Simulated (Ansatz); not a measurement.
## Calculated core-level photoemission for Si

Cell: an entry of the Crystallography Open Database (COD), ions relaxed with PBE at fixed cell, repeated to a supercell; a hole's nearest image is 6.6 Å away.

Space group Ia-3 (No. 206); a = 6.6360 Å.

| site | Wyckoff | site symmetry | x | y | z |
| --- | --- | --- | --- | --- | --- |
| Si1 | 16c | .3. | 0.1016 | 0.1016 | 0.1016 |

One atom of each set is listed.

All values are calculated (Ansatz; DFT, PBE, plane waves and PAW, scalar-relativistic, 420 eV cutoff, Γ-centred 4×4×4 k-points, Fermi–Dirac smearing 0.05 eV), not measured.

Each value is a total-energy difference between the cell with one core hole and the ground state (ΔSCF), counted from the Fermi energy. 

Q: What binding energies does the calculation give for Si 2p?

A: 

| line | atom | first shell | E_B (eV) | j = l + ½ / j = l − ½ (eV) |
| --- | --- | --- | --- | --- |
| Si 2p | 1 | 4 Si at 2.34–2.39 Å | 99.4 | 99.2 / 99.9 |

For p, d and f shells E_B is the weighted mean of the two lines, whose splitting comes from the free atom's Dirac orbitals.

Absolute PBE values can be off by an eV or more. Multiplets, satellites and widths aren't calculated.

Hardware: 1 thread of Arm Neoverse V1 (aarch64; 8 cores open to the job, memory cap 2.5 GiB, no GPU), a shared host with a load of 0.4 a core. Wall time 59 s, CPU time 59 s, peak memory 0.67 GiB.
